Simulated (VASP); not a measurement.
# InSb (zincblende): a r²SCAN single-point calculation in VASP

INCAR

```
ISIF = 2
NSW = 0
LCHARG = .TRUE.
IBRION = -1
LASPH = .TRUE.
ENCUT = 520
NBANDS = 16
PREC = Accurate
METAGGA = R2SCAN
EDIFF = 1E-7
ISMEAR = -1
LREAL = .FALSE.
LWAVE = .FALSE.
LELF = .TRUE.
SIGMA = 0.02
NELM = 120
ALGO = Normal
```

KPOINTS

```
KPOINTS created by Atomic Simulation Environment
0
Gamma
6 6 6
0 0 0
```

KPOINTS_OPT

```
special points
6
Reciprocal
0.0000000000 0.0000000000 0.0000000000 1
-0.5000000000 -0.5000000000 0.0000000000 1
-0.3750000000 -0.3750000000 0.2500000000 1
-0.3750000000 0.0000000000 0.3750000000 1
0.0000000000 0.0000000000 0.5000000000 1
-0.5000000000 -0.2500000000 0.2500000000 1
```

POSCAR

```
In Sb
 1.0000000000000000
    -0.0000000000000000    3.2795130080708281    3.2795130080708281
     3.2795130080708281    0.0000000000000000    3.2795130080708281
     3.2795130080708281    3.2795130080708281    0.0000000000000000
 In  Sb
   1   1
Cartesian
  0.0000000000000000  0.0000000000000000 -0.0000000000000000
  1.6397565040354141  1.6397565040354141  1.6397565040354141
```

VASP ran with the recommended PBE PAW datasets (18 valence electrons in the cell).

Command

```
mpirun -np 1 vasp_std
```

OSZICAR

```
N       E                     dE             d eps       ncg     rms          rms(c)
DAV:   1     0.719100671910E+02    0.71910E+02   -0.80341E+03   512   0.115E+03
DAV:   2    -0.439965591796E+02   -0.11591E+03   -0.11264E+03   568   0.287E+02
DAV:   3    -0.516160914327E+02   -0.76195E+01   -0.75910E+01   656   0.768E+01
DAV:   4    -0.518357862977E+02   -0.21969E+00   -0.21960E+00   648   0.148E+01
DAV:   5    -0.518498639351E+02   -0.14078E-01   -0.14077E-01   784   0.307E+00    0.515E+00
DAV:   6    -0.487492435454E+02    0.31006E+01   -0.12755E+00   648   0.204E+01    0.269E+00
DAV:   7    -0.487410124540E+02    0.82311E-02   -0.69071E-02   608   0.251E+00    0.161E+00
DAV:   8    -0.487483382266E+02   -0.73258E-02   -0.26884E-02   648   0.129E+00    0.510E-01
DAV:   9    -0.487483667407E+02   -0.28514E-04   -0.22263E-03   728   0.576E-01    0.200E-01
DAV:  10    -0.487483429271E+02    0.23814E-04   -0.41541E-04   616   0.196E-01    0.643E-02
DAV:  11    -0.487483457267E+02   -0.27996E-05   -0.37950E-05   712   0.855E-02    0.508E-02
DAV:  12    -0.487483484803E+02   -0.27535E-05   -0.53464E-06   608   0.151E-02    0.141E-02
DAV:  13    -0.487483458501E+02    0.26302E-05   -0.30720E-06   688   0.290E-02    0.361E-03
DAV:  14    -0.487483458516E+02   -0.15516E-08   -0.64734E-08   448   0.234E-03
   1 F= -.48748346E+02 E0= -.48748140E+02  d E =-.411212E-03
       N       E                     dE             ncg
DAV:   1     0.347007723685E+03   -0.26257E+04      192
DAV:   2    -0.343808017071E+03   -0.69082E+03      224
DAV:   3    -0.386942935497E+03   -0.43135E+02      264
DAV:   4    -0.388293296055E+03   -0.13504E+01      240
DAV:   5    -0.388362098202E+03   -0.68802E-01      320
DAV:   6    -0.388363093968E+03   -0.99577E-03      248
DAV:   7    -0.388363153075E+03   -0.59107E-04      320
DAV:   8    -0.388363153674E+03   -0.59909E-06      248
DAV:   9    -0.388363153684E+03   -0.95636E-08      232
```

From OUTCAR

```
k-points           NKPTS =     16   k-points in BZ     NKDIM =     16   number of bands    NBANDS=     16

   NELECT =      18.0000    total number of electrons

   dimension x,y,z NGX =    36 NGY =   36 NGZ =   36
   dimension x,y,z NGXF=    72 NGYF=   72 NGZF=   72

  energy-cutoff  :      520.00
  volume of cell :       70.54
      direct lattice vectors                 reciprocal lattice vectors
     0.000000000  3.279513008  3.279513008    -0.152461661  0.152461661  0.152461661
     3.279513008  0.000000000  3.279513008     0.152461661 -0.152461661  0.152461661
     3.279513008  3.279513008  0.000000000     0.152461661  0.152461661 -0.152461661

 k-points in reciprocal lattice and weights: KPOINTS created by Atomic Simulation Env
   0.00000000  0.00000000  0.00000000       0.005
   0.16666667  0.00000000  0.00000000       0.037
   0.33333333  0.00000000  0.00000000       0.037
   0.50000000  0.00000000  0.00000000       0.019
   0.16666667  0.16666667  0.00000000       0.028
   0.33333333  0.16666667  0.00000000       0.111
   0.50000000  0.16666667  0.00000000       0.111
  -0.33333333  0.16666667  0.00000000       0.111
   ...

 E-fermi :   4.5672

 k-point     1 :       0.0000    0.0000    0.0000
  band No.  band energies     occupation
      1     -10.4863      2.00000
      2     -10.4863      2.00000
      3     -10.4863      2.00000
      4     -10.3954      2.00000
      5     -10.3954      2.00000
      6      -6.3418      2.00000
      7       4.5418      1.56135
      8       4.5418      1.56135
      9       4.5418      1.56131
     10       4.5541      1.31598
     11       7.7605      0.00000
     12       7.7605      0.00000
     13       7.7606      0.00000
     14      10.6813      0.00000
     15      13.1689      0.00000
     16      13.1689      0.00000

 k-point     2 :       0.1667    0.0000    0.0000
  band No.  band energies     occupation
      1     -10.4974      2.00000
      2     -10.4810      2.00000
      3     -10.4810      2.00000
      4     -10.3956      2.00000
      5     -10.3956      2.00000
      6      -6.0923      2.00000
      7       2.1263      2.00000
      8       4.2164      2.00000
      9       4.2164      2.00000
     10       5.7175      0.00000
     11       8.2121      0.00000
     12       8.2122      0.00000
     13       8.5198      0.00000
     14      11.7871      0.00000
     15      12.2510      0.00000
     16      12.2510      0.00000

 k-point     3 :       0.3333    0.0000    0.0000
  band No.  band energies     occupation
      1     -10.5192      2.00000
      2     -10.4717      2.00000
      3     -10.4717      2.00000
      4     -10.3950      2.00000
      5     -10.3950      2.00000
      6      -5.4504      2.00000
      7      -0.0553      2.00000
      8       3.7400      2.00000
      9       3.7400      2.00000
     10       5.4622      0.00000
     11       8.6291      0.00000
     12       8.6291      0.00000
     13      10.6422      0.00000
     14      11.7015      0.00000
     15      12.6749      0.00000
     16      12.6749      0.00000

 k-point     4 :       0.5000    0.0000    0.0000
  band No.  band energies     occupation
      1     -10.5299      2.00000
      2     -10.4677      2.00000
      3     -10.4677      2.00000
      4     -10.3939      2.00000
      5     -10.3939      2.00000
      6      -4.9858      2.00000
      7      -1.0591      2.00000
      8       3.5495      2.00000
      9       3.5495      2.00000
     10       5.3030      0.00000
     11       8.6324      0.00000
     12       8.6324      0.00000
     13      11.0175      0.00000
     14      13.1892      0.00000
     15      14.1821      0.00000
     16      14.1821      0.00000

 k-point     5 :       0.1667    0.1667    0.0000
  band No.  band energies     occupation
      1     -10.5066      2.00000
      2     -10.4759      2.00000
      3     -10.4759      2.00000
      4     -10.3991      2.00000
      5     -10.3931      2.00000
      6      -6.0074      2.00000
      7       2.0580      2.00000
      8       3.7051      2.00000
      9       3.7051      2.00000
     10       6.5518      0.00000
     11       7.2013      0.00000
     12       9.0323      0.00000
     13       9.0323      0.00000
     14      11.0199      0.00000
     15      12.3342      0.00000
     16      13.4624      0.00000

 k-point     6 :       0.3333    0.1667    0.0000
  band No.  band energies     occupation
      1     -10.5250      2.00000
      2     -10.4677      2.00000
      3     -10.4660      2.00000
      4     -10.4012      2.00000
      5     -10.3917      2.00000
      6      -5.4823      2.00000
      7       0.3944      2.00000
      8       3.0067      2.00000
      9       3.2305      2.00000
     10       6.6420      0.00000
     11       7.7172      0.00000
     12       9.4882      0.00000
     13       9.7240      0.00000
     14      11.9887      0.00000
     15      13.3011      0.00000
     16      13.6251      0.00000

 k-point     7 :       0.5000    0.1667    0.0000
  band No.  band energies     occupation
      1     -10.5359      2.00000
      2     -10.4636      2.00000
      3     -10.4613      2.00000
      4     -10.3988      2.00000
      5     -10.3926      2.00000
      6      -4.8735      2.00000
      7      -0.9208      2.00000
      8       2.3775      2.00000
      9       3.1552      2.00000
     10       6.4867      0.00000
     11       8.4074      0.00000
     12       9.5281      0.00000
     13      10.5385      0.00000
     14      12.7472      0.00000
     15      14.0051      0.00000
     16      14.2618      0.00000

 k-point     8 :      -0.3333    0.1667    0.0000
  band No.  band energies     occupation
      1     -10.5309      2.00000
      2     -10.4653      2.00000
      3     -10.4647      2.00000
      4     -10.3962      2.00000
      5     -10.3952      2.00000
      6      -5.0448      2.00000
      7      -0.5929      2.00000
      8       2.2349      2.00000
      9       3.5110      2.00000
     10       6.5362      0.00000
     11       8.6854      0.00000
     12       9.1109      0.00000
     13      10.5690      0.00000
     14      12.2347      0.00000
     15      12.7964      0.00000
     16      14.1419      0.00000

 k-point     9 :      -0.1667    0.1667    0.0000
  band No.  band energies     occupation
      1     -10.5134      2.00000
      2     -10.4752      2.00000
      3     -10.4713      2.00000
      4     -10.3977      2.00000
      5     -10.3942      2.00000
      6      -5.7035      2.00000
      7       0.9130      2.00000
      8       2.8550      2.00000
      9       4.0743      2.00000
     10       6.5142      0.00000
     11       8.4498      0.00000
     12       8.4527      0.00000
     13       9.3772      0.00000
     14      11.4914      0.00000
     15      12.7723      0.00000
     16      13.1522      0.00000

 k-point    10 :       0.3333    0.3333    0.0000
  band No.  band energies     occupation
      1     -10.5441      2.00000
      2     -10.4549      2.00000
      3     -10.4549      2.00000
      4     -10.4080      2.00000
      5     -10.3886      2.00000
      6      -5.1143      2.00000
      7      -0.1765      2.00000
      8       2.6879      2.00000
      9       2.6879      2.00000
     10       6.0854      0.00000
     11       6.9417      0.00000
     12      11.2980      0.00000
     13      11.2980      0.00000
     14      11.8167      0.00000
     15      14.3129      0.00000
     16      15.1384      0.00000

 k-point    11 :       0.5000    0.3333    0.0000
  band No.  band energies     occupation
      1     -10.5522      2.00000
      2     -10.4514      2.00000
      3     -10.4495      2.00000
      4     -10.4082      2.00000
      5     -10.3889      2.00000
      6      -4.5820      2.00000
      7      -1.0444      2.00000
      8       1.9070      2.00000
      9       2.5534      2.00000
     10       6.3372      0.00000
     11       7.4751      0.00000
     12      10.9637      0.00000
     13      11.5312      0.00000
     14      13.5060      0.00000
     15      14.6063      0.00000
     16      15.1701      0.00000

 k-point    12 :      -0.3333    0.3333    0.0000
  band No.  band energies     occupation
      1     -10.5448      2.00000
      2     -10.4572      2.00000
      3     -10.4541      2.00000
      4     -10.4018      2.00000
      5     -10.3933      2.00000
      6      -4.5435      2.00000
      7      -1.0837      2.00000
      8       1.3956      2.00000
      9       2.8970      2.00000
     10       6.5867      0.00000
     11       9.4057      0.00000
     12      10.5721      0.00000
     13      10.8234      0.00000
     14      11.2306      0.00000
     15      12.7197      0.00000
     16      16.0316      0.00000

 ...

  Total        0.0022058      0.0022058      0.0022058     -0.0000000      0.0000000     -0.0000000
  in kB        0.0500982      0.0500982      0.0500982     -0.0000000      0.0000000     -0.0000000
  external PRESSURE =       0.0500982 kB  Pullay stress =       0.0000000 kB

 POSITION                                       TOTAL-FORCE (eV/Angst)
 -----------------------------------------------------------------------------------
      0.00000      0.00000      0.00000         0.000000      0.000000      0.000000
      1.63976      1.63976      1.63976        -0.000000     -0.000000     -0.000000
 -----------------------------------------------------------------------------------
    total drift:                               -0.000001     -0.000001     -0.000001

  FREE ENERGIE OF THE ION-ELECTRON SYSTEM (eV)
  ---------------------------------------------------
  free  energy   TOTEN  =       -48.7483458516 eV

  energy  without entropy=      -48.7479346400  energy(sigma->0) =      -48.74814025
```

```json
{
 "gap between bands v and c": "0.01 eV",
 "least direct gap": "0.01 eV",
 "pressure": "0.0 GPa"
}
```

Band v is the last that the valence electrons fill when counted band by band, and c is the next.

The run took about 73 s on one core of a shared host (Intel Xeon Platinum 8488C) and held 0.21 GiB at most.
